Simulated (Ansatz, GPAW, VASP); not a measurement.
## One calculation of CdSe, 3 ways

```xyz
2
Lattice="0.0000 3.0703 3.0703 3.0703 0.0000 3.0703 3.0703 3.0703 0.0000" Properties=species:S:1:pos:R:3 pbc="T T T"
Cd    0.0000    0.0000    0.0000
Se    1.5351    1.5351    1.5351
```

The cell is a database's computed one, not the measured one.

Alike in all runs: task single point; functional PBE; k mesh 8 × 8 × 8; occupations gaussian, width 0.1 eV; no spin polarisation; no spin-orbit coupling. Pressure is positive in compression and, in plane waves, holds the error of the finite cutoff.

```csv
program and potentials,plane-wave cutoff (eV),notes,band gap (eV),pressure (GPa)
"Ansatz, all-electron LAPW, scalar-relativistic",-,-,?,?
"VASP, PBE PAW files Cd, Se, 520 eV",520,-,0.55,1.56
"GPAW, GPAW PAW data sets (gpaw-data 1.2.1)",600,-,0.54,1.07
```

Q: Estimate from the other rows what the run with Ansatz, all-electron LAPW, scalar-relativistic gave.

A: Band gap 0.55 eV; pressure 1.30 GPa. The other rows, which needn't bracket it: band gap 0.54 to 0.55; pressure 1.07 to 1.56.
